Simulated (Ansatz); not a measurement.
# In2Se3: the cost of one run

Computed with Ansatz 0.2.0 (DFT PBE, scalar-relativistic, plane waves, PAW, unless a step's input says otherwise).

**1. The starting structure**

Symmetry: Pmmm, No. 47, orthorhombic system. Conventional cell: a = 3.890 Å, b = 5.387 Å, c = 6.585 Å, α = 90.00°, β = 90.00°, γ = 90.00°. Around In (site symmetry mmm) lie 2 In at 1.94 Å and 2 Se at 1.96 Å. In (site symmetry mmm) has 2 In at 1.94 Å and 4 Se at 2.76 Å as nearest neighbours. Se (site symmetry mm2) has 3 In at 1.96 to 2.76 Å and 3 Se at 2.36 to 2.66 Å as nearest neighbours. Around Se (site symmetry mmm) lie 4 Se at 2.36 Å.

Coordinates:

```cif
data_structure
_symmetry_space_group_name_H-M 'P 1'
_symmetry_Int_Tables_number 1
_cell_length_a 3.8899
_cell_length_b 5.3871
_cell_length_c 6.5854
_cell_angle_alpha 90.000
_cell_angle_beta 90.000
_cell_angle_gamma 90.000
_cell_volume 138.00
loop_
_atom_site_label
_atom_site_type_symbol
_atom_site_fract_x
_atom_site_fract_y
_atom_site_fract_z
_atom_site_occupancy
In1 In 0.50000 0.00000 0.50000 1
In2 In 0.00000 0.00000 0.50000 1
Se1 Se 0.50000 0.00000 0.20185 1
Se2 Se 0.50000 0.00000 0.79815 1
Se3 Se 0.00000 0.00000 0.00000 1
```

A structure generator made this guess: random cell by space group and Wyckoff sites (Pmmm, No. 47). Its size is a rough estimate.

**2. Probe: one point on a coarse mesh**

The input, input.yaml:

```yaml
crystal:
  lattice:
    - [3.8898633, 0.0, 0.0]
    - [0.0, 5.38705402, 0.0]
    - [0.0, 0.0, 6.58541735]
  atoms:
    - { symbol: In, position: [0.5, 0.0, 0.5] }
    - { symbol: In, position: [0.0, 0.0, 0.5] }
    - { symbol: Se, position: [0.5, 0.0, 0.20185343] }
    - { symbol: Se, position: [0.5, 0.0, 0.79814657] }
    - { symbol: Se, position: [0.0, 0.0, 0.0] }
basis:
  ecutwfc: 420
kpoints:
  mp_grid: { grid: [4, 4, 4] }
hamiltonian:
  xc: pbe
scf:
  occupations: { method: gaussian, width: 0.1 }
  lower_state_search: "off"
output:
  forces: true
  stress: true
  eigenvalues: true
```

On the command line:

```
$ ansatz run input.yaml --threads 1 --pin off --max-ram 2560MiB --backend cpu --events-out ev --progress --plain --runs-dir out
```

What time and memory should one allow on 1 thread of Intel Xeon Platinum 8223CL at 3.00GHz (Skylake/Cascade Lake), shared host?

About 10 s, with a peak of 0.48 GiB.
